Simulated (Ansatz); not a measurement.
# Chalcopyrite CuInS₂

The numbers are results of RPBE in Ansatz (plane waves, PAW), not measurements.

Numerical settings: plane-wave cutoff 520 eV, 10×10×10 k mesh, Fermi–Dirac smearing 0.01 eV, no spin polarisation, scalar-relativistic PAW data made under PBE.

Cell (relaxed at this level):

```cif
data_Cu4In4S8
_chemical_formula_sum 'In4 Cu4 S8'
_space_group_name_H-M_alt 'I-42d'
_space_group_IT_number 122
_space_group_name_Hall 'I -4 2bw'
_cell_length_a 5.64760
_cell_length_b 5.64760
_cell_length_c 11.37227
_cell_angle_alpha 90.000
_cell_angle_beta 90.000
_cell_angle_gamma 90.000
loop_
_atom_site_label
_atom_site_type_symbol
_atom_site_symmetry_multiplicity
_atom_site_Wyckoff_symbol
_atom_site_fract_x
_atom_site_fract_y
_atom_site_fract_z
_atom_site_occupancy
In1 In 4 b 0.00000 0.00000 0.50000 1
Cu1 Cu 4 a 0.00000 0.00000 0.00000 1
S1 S 8 d 0.22277 0.25000 0.12500 1
```
(The calculation used a cell of 8 atoms; values per cell refer to that cell.)

```json
{
  "bulk modulus B0": "56.1 GPa",
  "band_gap": "zero (no gap)",
  "pressure derivative B′ of the bulk modulus": "5.0"
}
```

Measured, for comparison: band gap 1.55 eV (temperature not stated, not corrected to a static lattice, direct or pseudo-direct at Γ; as tabulated in Ghosh et al. (2024), arXiv:2401.16805).

Note: the gap of the solid is closed in this run; this level leaves the solid without a gap, although one is measured; the bulk modulus comes from volumes at which shape and atoms were relaxed.

Spin–orbit coupling is not included; it can open a gap where bands touch, and shift volumes and moduli.

Computed values are for the static lattice.

It cost roughly 30 core-minutes of CPU time.

Ansatz is an electronic-structure program.
